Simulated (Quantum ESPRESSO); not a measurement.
The system is AlN.

```
CELL_PARAMETERS angstrom
3.11300 0.00000 0.00000
-1.55650 2.69594 0.00000
0.00000 0.00000 4.98100
ATOMIC_POSITIONS crystal
Al 0.66667 0.33333 0.50000
Al 0.33333 0.66667 0.00000
N 0.66667 0.33333 0.88000
N 0.33333 0.66667 0.38000
```

| Item | Value |
| --- | --- |
| Program | Quantum ESPRESSO 7.5 |
| Task | phonons |
| Functional | AM05 |
| Potentials or basis | PseudoDojo 0.4.1 SR PBE standard |
| Cutoff | 1143 eV |
| Density cutoff | 4572 eV |
| k mesh | 6 × 6 × 4, shifted |
| Occupations | fermi-dirac, width 0.05 eV |
| Spin | no spin polarisation |
| Mixing beta | 0.5 |
| Most SCF iterations | 120 |
| SCF threshold | 8e-10 Ry |

The cell and the atoms were relaxed first, to 10.50 Å³/atom (a = 3.118 Å, b = 3.118 Å, c = 4.987 Å, α = 90.00°, β = 90.00°, γ = 120.00°), and the response was taken there.

The first run showed a gap, so the response started from a second, tighter run with fixed occupations.

**Question.** Which optical modes does the crystal have at the zone centre, and which show in infrared and Raman spectra?

**Answer.** The optical modes are 2E2 + 2B1 + A1 + E1. Infrared active: A1 + E1. Raman active: 2E2 + A1 + E1.

Optical modes at Γ, degenerate ones joined, polar ones without the macroscopic field:
| cm⁻¹ | components | symmetry | active in | IR intensity, summed ((D/Å)²/amu) |
| --- | --- | --- | --- | --- |
| 235 | 2 | E2 | Raman | 0.00 |
| 540 | 1 | B1 | silent | 0.00 |
| 613 | 1 | A1 | IR and Raman | 35.57 |
| 660 | 2 | E2 | Raman | 0.00 |
| 670 | 2 | E1 | IR and Raman | 62.81 |
| 715 | 1 | B1 | silent | 0.00 |

Zone-centre frequencies without and with the macroscopic field along z (cm⁻¹):
```csv
,optical modes in rising order
without,235 235 540 613 660 660 670 670 715
with the field,235 235 540 660 660 670 670 715 871
```

Caveat: the potentials were made for another functional, which shifts forces and pressure.
